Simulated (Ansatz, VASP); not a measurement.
Ti in VASP and in Ansatz

```
CELL_PARAMETERS angstrom
-1.58364 1.58364 1.58364
1.58364 -1.58364 1.58364
1.58364 1.58364 -1.58364
ATOMIC_POSITIONS crystal
Ti 0.00000 0.00000 0.00000
```

Alike in both runs: functional LDA; k mesh 19 × 19 × 19; occupations fermi-dirac, width 0.08 eV; no spin polarisation.

Ansatz relaxed the structure, and its values are those at the end. VASP's run is a single point on that final structure, the one shown.

|  | VASP | Ansatz |
| --- | --- | --- |
| version | VASP 6.6.1 | Ansatz 0.2.0 |
| potentials or method | VASP PAW LDA potentials, release 64 (Ti_sv) | PAW with Ansatz's default frozen-core files, scalar-relativistic |
| plane-wave cutoff (eV) | 520 | 420 |
| valence electrons in the cell | 12 | 12 |

|  | VASP | Ansatz | Ansatz less VASP |
| --- | --- | --- | --- |
| pressure (GPa) | -0.2 | 0.0 | +0.14 |
